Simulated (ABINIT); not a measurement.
## BeTe (F-43m): G0W0 with and without spin-orbit coupling

Wanted: the effect of spin-orbit coupling on the quasiparticle gap of BeTe (F-43m).

Calculated with ABINIT 10.8.3; PBE and many-body steps on it, plane waves.

**The experiments to reproduce.**

- Gap 2.8 eV: absolute (indirect, Gamma to X) gap, second literature value; film (quoted from earlier experiment) (quoted in “The band structure of BeTe - a combined experimental and theoretical study”, 1997, arxiv:cond-mat/9712266).

- Gap 2.7 eV: absolute (indirect, Gamma to X) gap; bulk crystal (quoted from earlier experiment) (quoted in “The band structure of BeTe - a combined experimental and theoretical study”, 1997, arxiv:cond-mat/9712266).

### Step 1. The starting structure

It takes space group F-43m (No. 216, cubic). Conventional cell: a = 5.663 Å, b = 5.663 Å, c = 5.663 Å, α = 90.00°, β = 90.00°, γ = 90.00°. Be has 4 Te at 2.45 Å nearest. Nearest to Te lie 4 Be at 2.45 Å. Farther neighbours and most contacts between anions are not listed.

The cell and positions are those that the Materials Project relaxed with its own functionals (PBE, PBE+U or r2SCAN), kept fixed. Spin-orbit coupling is left out unless a step names it.

### Step 2. Empty states on the mesh, 4×4×4 mesh, 106 bands

This step: ABINIT 10.8.3; DFT, PBE, plane waves, norm-conserving pseudopotentials.

The sums over transitions need many empty states on a uniform mesh; this step solves for them.

run.abi reads:

```
acell 3*1.0 Angstrom
rprim 
  -0.000000000000 2.831458787600 2.831458787600
  2.831458787600 0.000000000000 2.831458787600
  2.831458787600 2.831458787600 0.000000000000
ntypat 2
znucl 4 52
natom 2
typat 1 2
xred 
  0.000000000000 0.000000000000 0.000000000000
  0.750000000000 0.750000000000 0.750000000000
pp_dirpath "pseudos"
pseudos "Be.upf, Te.upf"
ecut 38
ngkpt 4 4 4
nshiftk 1
shiftk 0 0 0
kptopt 1
chksymbreak 0
irdden 1
istwfk *1
nband 106
prtvol 0
optdriver 6
gwr_task "HDIAGO"
paral_kgb 0
occopt 1
indata_prefix "in"
outdata_prefix "out"
tmpdata_prefix "tmp"
```

Command:

```
> OMP_NUM_THREADS=1 mpirun -n 8 abinit run.abi > log
```

The program printed:

```text
.Version 10.8.3 of ABINIT. v10.8.2 released Aug 2026.

 Symmetries : space group F-4 3 m (#216); Bravais cF (face-center cubic)
[... echo of the input left out ...]
== DATASET  1 ==================================================================
-   mpi_nproc: 8, omp_nthreads: 1 (-1 if OMP is not activated)

--- !DatasetInfo
iteration_state: {dtset: 1, }
dimensions: {natom: 2, nkpt: 8, mband: 106, nsppol: 1, nspinor: 1, nspden: 1, mpw: 3479, }
cutoff_energies: {ecut:  38.0, pawecutdg:  -1.0, }
[...]
Indirect band gap semiconductor
 Fundamental gap:     2.028 (eV)
   VBM:     3.976 (eV) at k: [ 0.0000E+00,  0.0000E+00,  0.0000E+00]
   CBM:     6.004 (eV) at k: [ 5.0000E-01,  5.0000E-01,  0.0000E+00]
 Direct gap:         3.658 (eV) at k: [ 0.0000E+00,  0.0000E+00,  0.0000E+00]

== END DATASET(S) ==============================================================
================================================================================

 -outvars: echo values of variables after computation  --------
           etotal      0.0000000000E+00
            nband         106
             nkpt           8
          spgroup         216
 [... the other variables as echoed above ...]

 Calculation completed.
```

Wall time 35 s (8 MPI ranks of Arm Neoverse V1, shared host); peak memory 5.5 GiB; 4.7 min of CPU time.

This step gave:

| Quantity | Value |
| --- | --- |
| gap | 2.028 eV |
| k of the valence top | 0, 0, 0 |
| k of the conduction bottom | 0.5, 0.5, 0 |
| least direct gap | 3.658 eV |
| k points computed | 8 |
| lowest point of the top converged band, above the valence top | 79.9339 eV |

On this mesh the gap is 2.028 eV.

The density comes from a self-consistent run that is not shown.

### Step 3. Screening, 4×4×4 mesh, 98 bands, screening to 149.7 eV

The RPA dielectric matrix is built and inverted for each q.

This step: RPA screening on PBE, plane waves, norm-conserving pseudopotentials.

run.abi: that of step 2 with these lines changed.

```diff
@@ -20,10 +20,11 @@
 chksymbreak 0
-irdden 1
 istwfk *1
-nband 106
-prtvol 0
-optdriver 6
-gwr_task "HDIAGO"
-paral_kgb 0
 occopt 1
+irdwfk 1
+optdriver 3
+nband 98
+ecuteps 5.5
+inclvkb 0
+awtr 1
+symchi 1
 indata_prefix "in"
```

The program printed:

```text
.Version 10.8.3 of ABINIT. v10.8.2 released Aug 2026.

 Symmetries : space group F-4 3 m (#216); Bravais cF (face-center cubic)
[... echo of the input left out ...]
== DATASET  1 ==================================================================
-   mpi_nproc: 8, omp_nthreads: 1 (-1 if OMP is not activated)

--- !DatasetInfo
iteration_state: {dtset: 1, }
dimensions: {natom: 2, nkpt: 8, mband: 98, nsppol: 1, nspinor: 1, nspden: 1, mpw: 3479, }
cutoff_energies: {ecut:  38.0, pawecutdg:  -1.0, }
electrons: {nelect:   2.00000000E+01, charge:   0.00000000E+00, occopt:   1.00000000E+00, tsmear:   1.00000000E-02, }

 SCREENING: Calculation of the susceptibility and dielectric matrices

 Based on a program developped by R.W. Godby, V. Olevano, G. Onida, and L. Reining.
 Incorporated in ABINIT by V. Olevano, G.-M. Rignanese, and M. Torrent.
.Using double precision arithmetic ; gwpc =  8

[... cell and pseudopotentials left out ...]
--------------------------------------------------------------------------------

 ==== K-mesh for the wavefunctions ====
 Number of points in the irreducible wedge :     8
[... list of points left out ...]
 Together with 24 symmetry operations and time-reversal symmetry
 yields    64 points in the full Brillouin Zone.

 ==== Q-mesh for the screening function ====
 Number of points in the irreducible wedge :     8
[... list of points left out ...]
 Together with 24 symmetry operations and time-reversal symmetry
 yields    64 points in the full Brillouin Zone.

 setmesh: FFT mesh size selected  =    30x   30x   30
          total number of points  =        27000

 vcoul_init : cutoff-mode = AUXILIARY_FUNCTION
 q-points for optical limit:   1
     1)      0.000010    0.000020    0.000030

- screening: taking advantage of time-reversal symmetry
- Maximum band index for partially occupied states nbvw = 10
- Remaining bands to be divided among processors   nbcw = 88
- Number of bands treated by each node ~11

 Number of electrons calculated from density =   20.0000; Expected =   20.0000
 average of density, n =  0.065279
 r_s =    1.5407
 omega_plasma =   24.6457 [eV]

 calculating chi0 at frequencies [eV] :
  1    0.000000E+00    0.000000E+00
  2    0.000000E+00    2.464574E+01

--------------------------------------------------------------------------------
  q-point number  1        q = ( 0.000000, 0.000000, 0.000000) [r.l.u.]
--------------------------------------------------------------------------------
[... chi0 elements left out ...]
 For q-point:  0.000010 0.000020 0.000030
  dielectric constant =   7.6776
  dielectric constant without local fields =   8.7268

  Average fulfillment of the sum rule on Im[epsilon] for q-point    1 :     79.72  [%]
[... wings left out ...]
  q-point number  2        q = ( 0.250000, 0.000000, 0.000000) [r.l.u.]
--------------------------------------------------------------------------------
[... chi0 elements left out ...]
  Average fulfillment of the sum rule on Im[epsilon] for q-point    2 :     99.97  [%]

 [... 6 further q-points ...]
```

Elapsed: 12 s, on 8 MPI ranks; peak memory 1.2 GiB.

Numbers from this step:

```yaml
eps_infinity_with_local_fields_on_this_mesh_along_the_program_s_q_direction: 7.678
the_same_without_local_fields: 8.727
plasma_frequency: 24.65 eV
plane_waves_in_the_screening_matrix: 169
```

Local fields lower ε∞ by 12 %. On a Γ-centred mesh this coarse the value itself is usually too large, while a short band sum pulls it down.

### Step 4. Scalar-relativistic

The self-energy is evaluated for the states that the input lists, and the levels follow from it, in one-shot runs by the linearised quasiparticle equation.

This step: G0W0 on PBE, plane waves, norm-conserving pseudopotentials.

run.abi: that of step 3 with these lines changed.

```diff
@@ -23,8 +23,17 @@
 irdwfk 1
-optdriver 3
+optdriver 4
 nband 98
+gwcalctyp 0
+ecutsigx 38
+symsigma 1
+nkptgw 2
+kptgw 
+  0.0000000000 0.0000000000 0.0000000000
+  0.5000000000 0.5000000000 0.0000000000
+bdgw 
+  8 13
+  9 12
 ecuteps 5.5
-inclvkb 0
-awtr 1
-symchi 1
+irdscr 1
+ppmodel 1
 indata_prefix "in"
```

The program printed:

```text
.Version 10.8.3 of ABINIT. v10.8.2 released Aug 2026.

 Symmetries : space group F-4 3 m (#216); Bravais cF (face-center cubic)
[... echo of the input left out ...]
== DATASET  1 ==================================================================
-   mpi_nproc: 8, omp_nthreads: 1 (-1 if OMP is not activated)

--- !DatasetInfo
iteration_state: {dtset: 1, }
dimensions: {natom: 2, nkpt: 8, mband: 98, nsppol: 1, nspinor: 1, nspden: 1, mpw: 3479, }
cutoff_energies: {ecut:  38.0, pawecutdg:  -1.0, }
electrons: {nelect:   2.00000000E+01, charge:   0.00000000E+00, occopt:   1.00000000E+00, tsmear:   1.00000000E-02, }

 SIGMA: Calculation of the GW corrections

 Based on a program developped by R.W. Godby, V. Olevano, G. Onida, and L. Reining.
 Incorporated in ABINIT by V. Olevano, G.-M. Rignanese, and M. Torrent.
.Using double precision arithmetic ; gwpc =  8

[... cell and pseudopotentials left out ...]
--------------------------------------------------------------------------------

 ==== K-mesh for the wavefunctions ====
 Number of points in the irreducible wedge :     8
[... list of points left out ...]
 Together with 24 symmetry operations and time-reversal symmetry
 yields    64 points in the full Brillouin Zone.

 ==== Q-mesh for screening function ====
 Number of points in the irreducible wedge :     8
[... list of points left out ...]
 Together with 24 symmetry operations and time-reversal symmetry
 yields    64 points in the full Brillouin Zone.

 vcoul_init : cutoff-mode = AUXILIARY_FUNCTION
 q-points for optical limit:   1
     1)      0.000010    0.000020    0.000030
 setmesh: FFT mesh size selected  =    45x   45x   45
          total number of points  =        91125

 Number of electrons calculated from density =   20.0000; Expected =   20.0000
 average of density, n =  0.065279
 r_s =    1.5407
 omega_plasma =   24.6457 [eV]

 === KS Band Gaps ===
  >>>> For spin  1
   Minimum direct gap =   3.6577 [eV], located at k-point      :   0.0000  0.0000  0.0000
   Fundamental gap    =   2.0277 [eV], Top of valence bands at :   0.0000  0.0000  0.0000
                                       Bottom of conduction at :   0.5000  0.5000  0.0000
 SIGMA fundamental parameters:
 PLASMON POLE MODEL  1
 number of plane-waves for SigmaX                 3479
 number of plane-waves for SigmaC and W            169
 number of plane-waves for wavefunctions          3479
 number of bands                                    98
 number of independent spin polarizations            1
 number of spinorial components                      1
 number of k-points in IBZ                           8
 number of q-points in IBZ                           8
 number of symmetry operations                      24
 number of k-points in BZ                           64
 number of q-points in BZ                           64
 number of frequencies for dSigma/dE                 9
 frequency step for dSigma/dE [eV]                0.25
 number of omega for Sigma on real axis              0
 max omega for Sigma on real axis  [eV]           0.00
 zcut for avoiding poles [eV]                     0.10

 EPSILON^-1 parameters (SCR file):
 dimension of the eps^-1 matrix on file            169
 dimension of the eps^-1 matrix used               169
 number of plane-waves for wavefunctions          3479
 number of bands                                    98
 number of q-points in IBZ                           8
 number of frequencies                               2
 number of real frequencies                          1
 number of imag frequencies                          1

 matrix elements of self-energy operator (all in [eV])

 Perturbative Calculation

--- !SelfEnergy_ee
iteration_state: {dtset: 1, }
kpoint     : [   0.000,    0.000,    0.000, ]
spin       : 1
KS_gap     :    3.658
QP_gap     :    5.291
Delta_QP_KS:    1.633
data: !SigmaeeData |
     Band     E0 <VxcDFT>   SigX SigC(E0)      Z dSigC/dE  Sig(E)    E-E0       E
        8   3.976 -12.500 -15.274   1.308   0.798  -0.253 -13.670  -1.170   2.806
        9   3.976 -12.500 -15.274   1.308   0.798  -0.253 -13.670  -1.170   2.806
       10   3.976 -12.500 -15.274   1.308   0.798  -0.253 -13.670  -1.170   2.806
       11   7.634 -10.184  -5.535  -4.067   0.797  -0.254  -9.720   0.464   8.097
       12   7.634 -10.184  -5.535  -4.067   0.797  -0.254  -9.720   0.464   8.097
       13   7.634 -10.184  -5.535  -4.067   0.797  -0.254  -9.720   0.464   8.097

--- !SelfEnergy_ee
iteration_state: {dtset: 1, }
kpoint     : [   0.500,    0.500,    0.000, ]
spin       : 1
KS_gap     :    4.602
QP_gap     :    5.971
Delta_QP_KS:    1.369
data: !SigmaeeData |
     Band     E0 <VxcDFT>   SigX SigC(E0)      Z dSigC/dE  Sig(E)    E-E0       E
        9   1.402 -11.287 -14.730   1.923   0.784  -0.275 -12.478  -1.192   0.210
       10   1.402 -11.287 -14.730   1.923   0.784  -0.275 -12.478  -1.192   0.210
       11   6.004  -8.738  -4.785  -3.735   0.811  -0.233  -8.561   0.177   6.181
       12   6.690  -9.543  -5.374  -3.768   0.805  -0.242  -9.220   0.323   7.013

== END DATASET(S) ==============================================================
================================================================================

 -outvars: echo values of variables after computation  --------
           etotal      0.0000000000E+00
            nband          98
             nkpt           8
          spgroup         216
 [... the other variables as echoed above ...]

 Calculation completed.
```

Wall time 4.8 s (8 MPI ranks); peak memory 1.1 GiB; 37 s of CPU time.

This step gave:

```yaml
g0w0_gap_on_the_points_computed: 3.375 eV
starting_gap_on_the_mesh: 2.028 eV
k_of_the_valence_top: 0, 0, 0
k_of_the_conduction_bottom: 0.5, 0.5, 0
z_at_the_valence_top: 0.798
z_at_the_conduction_bottom: 0.811
least_direct_g0w0_gap_on_the_computed_points: 5.291 eV
```

The gap on the mesh goes from 2.03 eV to 3.38 eV, a correction of +1.35 eV.

### Step 5. Empty states on the mesh, 4×4×4 mesh, 204 bands

This step: DFT, PBE with spin-orbit coupling, plane waves, norm-conserving pseudopotentials.

run.abi: that of step 4 with these lines changed.

```diff
@@ -15,2 +15,3 @@
 ecut 38
+nspinor 2
 ngkpt 4 4 4
@@ -20,20 +21,10 @@
 chksymbreak 0
+irdden 1
 istwfk *1
+nband 204
+prtvol 0
+optdriver 6
+gwr_task "HDIAGO"
+paral_kgb 0
 occopt 1
-irdwfk 1
-optdriver 4
-nband 98
-gwcalctyp 0
-ecutsigx 38
-symsigma 1
-nkptgw 2
-kptgw 
-  0.0000000000 0.0000000000 0.0000000000
-  0.5000000000 0.5000000000 0.0000000000
-bdgw 
-  8 13
-  9 12
-ecuteps 5.5
-irdscr 1
-ppmodel 1
 indata_prefix "in"
```

The program printed:

```text
[banner, memory and clock lines left out]
.Version 10.8.3 of ABINIT. v10.8.2 released Aug 2026.

 Symmetries : space group F-4 3 m (#216); Bravais cF (face-center cubic)
[... echo of the input left out ...]
== DATASET  1 ==================================================================
-   mpi_nproc: 8, omp_nthreads: 1 (-1 if OMP is not activated)

--- !DatasetInfo
iteration_state: {dtset: 1, }
dimensions: {natom: 2, nkpt: 8, mband: 204, nsppol: 1, nspinor: 2, nspden: 1, mpw: 3479, }
cutoff_energies: {ecut:  38.0, pawecutdg:  -1.0, }
[...]
Integrated=    2.0000E+01

 === KS gaps after direct diagonalization ===
 Indirect band gap semiconductor
 Fundamental gap:     1.734 (eV)
   VBM:     4.275 (eV) at k: [ 0.0000E+00,  0.0000E+00,  0.0000E+00]
   CBM:     6.009 (eV) at k: [ 5.0000E-01,  5.0000E-01,  0.0000E+00]
 Direct gap:         3.325 (eV) at k: [ 0.0000E+00,  0.0000E+00,  0.0000E+00]

== END DATASET(S) ==============================================================

 -outvars: echo values of variables after computation  --------
           etotal      0.0000000000E+00
            nband         204
             nkpt           8
          spgroup         216
 [... the other variables as echoed above ...]

 Calculation completed.
```

It took 3.9 min on 8 MPI ranks; peak memory 20 GiB; 31 min of CPU time.

Numbers from this step:

```
gap                                                           : 1.734 eV
k of the valence top                                          : 0, 0, 0
k of the conduction bottom                                    : 0.5, 0.5, 0
least direct gap                                              : 3.325 eV
k points computed                                             : 8
lowest point of the top converged band, above the valence top : 79.7323 eV
```

On this mesh the gap is 1.734 eV.

The density comes from a self-consistent run that is not shown, made with spin-orbit coupling and fully relativistic files.

### Step 6. Screening, 4×4×4 mesh, 196 bands, screening to 149.7 eV

This step: RPA screening on PBE with spin-orbit coupling, plane waves, norm-conserving pseudopotentials.

run.abi: that of step 5 with these lines changed.

```diff
@@ -21,10 +21,11 @@
 chksymbreak 0
-irdden 1
 istwfk *1
-nband 204
-prtvol 0
-optdriver 6
-gwr_task "HDIAGO"
-paral_kgb 0
 occopt 1
+irdwfk 1
+optdriver 3
+nband 196
+ecuteps 5.5
+inclvkb 0
+awtr 1
+symchi 1
 indata_prefix "in"
```

The program printed:

```text
.Version 10.8.3 of ABINIT. v10.8.2 released Aug 2026.

 Symmetries : space group F-4 3 m (#216); Bravais cF (face-center cubic)
[... echo of the input left out ...]
== DATASET  1 ==================================================================
-   mpi_nproc: 8, omp_nthreads: 1 (-1 if OMP is not activated)

--- !DatasetInfo
iteration_state: {dtset: 1, }
dimensions: {natom: 2, nkpt: 8, mband: 196, nsppol: 1, nspinor: 2, nspden: 1, mpw: 3479, }
cutoff_energies: {ecut:  38.0, pawecutdg:  -1.0, }
electrons: {nelect:   2.00000000E+01, charge:   0.00000000E+00, occopt:   1.00000000E+00, tsmear:   1.00000000E-02, }

 SCREENING: Calculation of the susceptibility and dielectric matrices

 Based on a program developped by R.W. Godby, V. Olevano, G. Onida, and L. Reining.
 Incorporated in ABINIT by V. Olevano, G.-M. Rignanese, and M. Torrent.
.Using double precision arithmetic ; gwpc =  8

[... cell and pseudopotentials left out ...]
--------------------------------------------------------------------------------

 ==== K-mesh for the wavefunctions ====
 Number of points in the irreducible wedge :     8
[... list of points left out ...]
 Together with 24 symmetry operations and time-reversal symmetry
 yields    64 points in the full Brillouin Zone.

 ==== Q-mesh for the screening function ====
 Number of points in the irreducible wedge :     8
[... list of points left out ...]
 Together with 24 symmetry operations and time-reversal symmetry
 yields    64 points in the full Brillouin Zone.

 setmesh: FFT mesh size selected  =    30x   30x   30
          total number of points  =        27000

 vcoul_init : cutoff-mode = AUXILIARY_FUNCTION
 q-points for optical limit:   1
     1)      0.000010    0.000020    0.000030

- screening: taking advantage of time-reversal symmetry
- Maximum band index for partially occupied states nbvw = 20
- Remaining bands to be divided among processors   nbcw = 176
- Number of bands treated by each node ~22

 Number of electrons calculated from density =   20.0000; Expected =   20.0000
 average of density, n =  0.065279
 r_s =    1.5407
 omega_plasma =   24.6457 [eV]

 calculating chi0 at frequencies [eV] :
  1    0.000000E+00    0.000000E+00
  2    0.000000E+00    2.464574E+01

--------------------------------------------------------------------------------
  q-point number  1        q = ( 0.000000, 0.000000, 0.000000) [r.l.u.]
--------------------------------------------------------------------------------
[... chi0 elements left out ...]
 For q-point:  0.000010 0.000020 0.000030
  dielectric constant =   7.7448
  dielectric constant without local fields =   8.7954

  Average fulfillment of the sum rule on Im[epsilon] for q-point    1 :     79.94  [%]
[... wings left out ...]
  q-point number  2        q = ( 0.250000, 0.000000, 0.000000) [r.l.u.]
--------------------------------------------------------------------------------
[... chi0 elements left out ...]
  Average fulfillment of the sum rule on Im[epsilon] for q-point    2 :    100.41  [%]

 [... 6 further q-points ...]
```

Elapsed: 97 s, on 8 MPI ranks; peak memory 3.1 GiB.

Numbers from this step:

* ε∞ with local fields, on this mesh, along the program's q direction: 7.745
* the same without local fields: 8.795
* plasma frequency: 24.65 eV
* plane waves in the screening matrix: 169

[end of part 1 of 2]

[Paths, hosts, dates, memory and timing lines, banners, echoed tables and standing remarks are left out of the program output.]

[Logs are printed without paths, hosts, clocks, repeated set-up lines and the standing remarks that a program may print on its own settings, such as how far it seeks lower states.]

[Runs of the session that timed out or met a known fault of the program may be left out.]

[Hosts, paths, dates, database ids (printed as entryN), source tags and the programs' standing remarks are cut or masked in the printed files.]

[G0W0 gaps are taken among the corrected bands and points alone; a level outside them can change the order at an edge.]

[Where Ansatz stands beside ABINIT at settings called matched, ABINIT's density can come from a denser mesh and the files from another edition; pairs whose starting gaps differed by over 0.03 eV were left out, so agreement reads better than it is.]
